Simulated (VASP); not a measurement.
## ZnS (Wurtzite-2H): relaxation of cell and atoms with optPBE-vdW

The system is ZnS (Wurtzite-2H).

```
Zn S
1.0
     3.81100    0.00000    0.00000
    -1.90550    3.30042    0.00000
     0.00000    0.00000    6.23400
Zn S
2 2
Direct
  0.66667 0.33333 0.50000
  0.33333 0.66667 0.00000
  0.66667 0.33333 0.88500
  0.33333 0.66667 0.38500
```

```yaml
Program: VASP 6.6.1
Task: relaxation of cell and atoms
Functional: optPBE-vdW
Potentials_or_basis: VASP PAW PBE potentials, release 64 (Zn, S)
Cutoff: 600 eV
k_mesh: 8 × 8 × 5
Occupations: fermi-dirac, width 0.05 eV
Spin: no spin polarisation
Further_INCAR_settings: ALGO = Fast; EDIFF = 1e-07; IBRION = 2; EDIFFG = -0.02; NSW = 60; ISIF = 3
```

| Quantity | Value |
| --- | --- |
| Relaxed volume | 20.47 Å³/atom |
| Relaxed cell | a = 3.862 Å, b = 3.862 Å, c = 6.341 Å, α = 90.00°, β = 90.00°, γ = 120.00° |
| Space group after relaxing (to 0.05 Å) | P6_3mc (No. 186) |
| Energy gained by relaxing | 14.4 meV/atom |
| Ionic steps | 7 |
| Pressure after relaxing | 0.0 GPa |
| Largest force after relaxing | 0.003 eV/Å |
| Band gap on the k mesh | 2.02 eV, direct |

Forces in eV/Å, atoms in the order of the input:
```
Zn   0.000  0.000  0.003
Zn   0.000  0.000  0.003
S    0.000  0.000 -0.003
S    0.000  0.000 -0.003
```

The path:
| step | energy change (eV) | largest force (eV/Å) | pressure (GPa) | volume (Å³) |
| --- | --- | --- | --- | --- |
| 1 | 0.0000 | 0.3398 | 3.45 | 78.41 |
| 2 | -0.0473 | 0.0883 | -1.07 | 83.30 |
| 3 | -0.0506 | 0.1360 | -0.20 | 82.23 |
| 4 | -0.0506 | 0.1322 | -0.29 | 82.31 |
| 5 | -0.0541 | 0.0782 | -0.15 | 82.12 |
| 6 | -0.0563 | 0.0163 | 0.09 | 81.83 |
| 7 | -0.0578 | 0.0031 | 0.02 | 81.89 |

Final structure:
```yaml
crystal:
  lattice:
    - [3.86179, 0.00000, 0.00000]
    - [-1.93089, 3.34441, 0.00000]
    - [0.00000, 0.00000, 6.34071]
  atoms:
    - { symbol: Zn, position: [0.66667, 0.33333, 0.50541] }
    - { symbol: Zn, position: [0.33333, 0.66667, 0.00541] }
    - { symbol: S, position: [0.66667, 0.33333, 0.87959] }
    - { symbol: S, position: [0.33333, 0.66667, 0.37959] }
```

Levels at points of the mesh, in eV from the valence-band top:
| k point | band 16 | band 17 | band 18 | band 19 | band 20 | band 21 |
| --- | --- | --- | --- | --- | --- | --- |
| (0.00, 0.00, 0.00) | -0.08 | 0.00 | 0.00 | 2.02 | 3.06 | 6.36 |
| (0.50, 0.00, 0.00) | -2.07 | -1.55 | -0.82 | 3.72 | 4.14 | 5.18 |

It took 16 min on 1 thread of AMD EPYC 7R43 64-Core Processor (Zen 3) (shared host), peak memory 0.47 GiB.

Caveat: the PAW data sets were made with another functional, which shifts forces and pressure a little. Zero-point motion and thermal expansion aren't in these numbers.
